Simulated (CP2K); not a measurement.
Runs of CP2K 2026.2 on BN. The structure is hexagonal, space group P6_3/mmc (No. 194). Conventional cell: a = 2.498 Å, b = 2.498 Å, c = 6.636 Å, α = 90.00°, β = 90.00°, γ = 120.00°. Around N (site symmetry -6m2) lie 3 B at 1.44 Å. Around B (site symmetry -6m2) lie 3 N at 1.44 Å. 

| level | potentials or basis | smearing | EPS_DEFAULT | NGRIDS | points a segment of the path (NPOINTS) | bands added on the path | CUTOFF of the grids | gap on the mesh (eV) | pressure (GPa) |
| --- | --- | --- | --- | --- | --- | --- | --- | --- | --- |
| TB-mBJ | POTENTIAL_UZH N GTH-PBE-q5, B GTH-PBE-q3; TZVP-MOLOPT-PBE-GTH basis | fermi-dirac 0.1 eV | 1.0E-9 | 4 | 8 | 4 | 675 Ry | (a) | - |
| PBEsol | POTENTIAL_UZH N GTH-PBE-q5, B GTH-PBE-q3; TZVP-MOLOPT-PBE-GTH basis | fermi-dirac 0.0259 eV | 1.0E-10 | 4 | 8 | 2 | 450 Ry | 4.17 | 4.2 |
| PBE | POTENTIAL_UZH N GTH-PBE-q5, B GTH-PBE-q3; TZVP-MOLOPT-PBE-GTH basis | fermi-dirac 0.01 eV | 1.0E-9 | 5 | 6 | 6 | 450 Ry | 4.30 | (b) |
| r2SCAN | POTENTIAL_UZH N GTH-SCAN-q5, B GTH-SCAN-q3; TZVP-MOLOPT-SCAN-GTH basis | fermi-dirac 0.01 eV | 1.0E-10 | 4 | 6 | 6 | 675 Ry | 4.88 | (c) |
| LDA | GTH_POTENTIALS N GTH-PADE-q5, B GTH-PADE-q3; TZVP-MOLOPT-PBE-GTH basis | fermi-dirac 0.05 eV | 1.0E-9 | 4 | 6 | 4 | 450 Ry | 4.10 | -3.1 |

Alike in all rows: task band structure; no spin polarisation; cell as given; k mesh 12 × 12 × 4.

Task: Fill in the values left out.

Result: (a) 5.02; (b) 5.2; (c) 0.7.

Caveats: the basis of atomic orbitals isn't converged, which shifts pressures, moduli and gaps; the potentials were made for another functional, which shifts forces and pressure (some runs); this functional lacks dispersion, which binds the layers, so the pressure and a relaxed spacing across them are unreliable (some runs); this is a model potential without an energy functional, so only levels have meaning (some runs).

A k mesh can miss the band edges.
